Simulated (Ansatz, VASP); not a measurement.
One calculation of PtSe2 (Sudovikovite), two programs

Contents of INCAR:

```
  ALGO = Normal
  CSHIFT = 0.1
  EDIFF = 1E-6
  ENCUT = 520
  GGA = PE
  ISIF = 2
  ISMEAR = 0
  LASPH = T
  LCHARG = F
  LOPTICS = T
  LREAL = F
  LWAVE = F
  NBANDS = 35
  NEDOS = 1000
  NELM = 80
  PREC = Accurate
  SIGMA = 0.02
```

KPOINTS

```
k-points
0
Gamma
  8 8 5
```

POSCAR

```
PtSe2
1.0
    3.7240000000      0.0000000000      0.0000000000
   -1.8620000000      3.2250786037      0.0000000000
    0.0000000000      0.0000000000      5.0620000000
Pt Se
1 2
Direct
    0.0000000000      0.0000000000      0.0000000000
    0.6666666667      0.3333333333      0.7500000000
    0.3333333333      0.6666666667      0.2500000000
```

File input.yaml:

```yaml
crystal:
  lattice:
    - [3.724, 0.0, 0.0]
    - [-1.862, 3.2250786037, 0.0]
    - [0.0, 0.0, 5.062]
  atoms:
    - { symbol: Pt, position: [0.0, 0.0, 0.0] }
    - { symbol: Se, position: [0.6666666667, 0.3333333333, 0.75] }
    - { symbol: Se, position: [0.3333333333, 0.6666666667, 0.25] }
hamiltonian:
  xc: pbe
  pseudopotentials: { kind: paw }
kpoints:
  mp_grid: { grid: [8, 8, 5] }
scf:
  occupations: { method: gaussian, width: 0.02 }
output:
  forces: true
  stress: true
  eigenvalues: true
```

Alike in both runs: functional PBE; k mesh 8 × 8 × 5; occupations gaussian, width 0.02 eV; no spin polarisation.

```csv
,VASP,Ansatz
version,VASP 6.6.1,Ansatz 0.2.0
potentials or method,"VASP PAW PBE potentials, release 64 (Pt, Se)",Ansatz PAW
plane-wave cutoff (eV),520,420
valence electrons in the cell,22,50
task,optical spectrum,single point
```

```tsv
	VASP	Ansatz	Ansatz less VASP
gap on the k mesh at the Fermi level (eV)	none	none	-
pressure (GPa)	7.3	7.3	+0.01
largest component of the traceless stress (GPa)	1.16	1.15	-0.006
rms of the force components (eV/Å)	0.271	0.269	-0.0025
```

Atom by atom the forces differ by 0.002 eV/Å (rms over components). A gap of «none» marks a metal or a gap that the smearing closes. The two sets of potentials don't hold the same shells in valence.

Caveats: spectra need much finer meshes, so this one isn't converged (VASP); independent-particle spectra lack excitons (VASP); the intraband (Drude) part of a metal's response may be missing (VASP). Spin-orbit coupling is left out, which matters for the levels of Pt.
